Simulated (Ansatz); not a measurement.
# PbF2 (Fluorocronite): the cost of one run

Method: DFT r²SCAN, frozen-core PAW, scalar-relativistic unless said, in Ansatz 0.2.0.

The COD entry's cell or inner coordinates are ideal or old and differ from later refinements, so a difference from it is no clean test against experiment.

## (1) The starting structure

Symmetry: Fm-3m, No. 225, cubic system. The conventional cell has a = 5.927 Å, b = 5.927 Å, c = 5.927 Å, α = 90.00°, β = 90.00°, γ = 90.00°. Around Pb (site symmetry m-3m) lie 8 F at 2.57 Å. F (site symmetry -43m) is surrounded by 4 Pb at 2.57 Å.

As a file:

```xyz
3
Lattice="2.9637 2.9637 0.0000 -2.9637 2.9637 0.0000 0.0000 2.9637 2.9637" Properties=species:S:1:pos:R:3 pbc="T T T"
Pb    0.0000    0.0000    0.0000
F    -1.4818    4.4455    1.4818
F     1.4818    4.4455    1.4818
```

Cartesian axes are those of the input's lattice vectors. The structure goes back to a database entry.

## (2) Cell and atoms relaxed, PAW

File input.yaml:

```yaml
crystal:
  lattice:
    - [2.96366, 2.96366, 0.0]
    - [-2.96366, 2.96366, 0.0]
    - [0.0, 2.96366, 2.96366]
  atoms:
    - { symbol: Pb, position: [0.0, 0.0, 0.0] }
    - { symbol: F, position: [0.25, 0.75, 0.5] }
    - { symbol: F, position: [0.75, 0.25, 0.5] }
kpoints:
  mp_grid: { grid: [12, 12, 12] }
scf:
  occupations: { method: fermi_dirac, width: 0.1 }
hamiltonian:
  xc: r2scan
  pseudopotentials: { kind: paw }
relax:
  f_tol: 0.002
  max_steps: 80
  cell: {}
output:
  forces: true
  stress: true
```

On the command line:

```
ansatz run input.yaml --threads 1 --pin off --max-ram 3072MiB --backend cpu --events-out ev --progress --plain --runs-dir out
```

What time and memory should one allow on 1 thread of Arm Neoverse N1, shared host?

About 50 s, with a peak of 0.51 GiB.
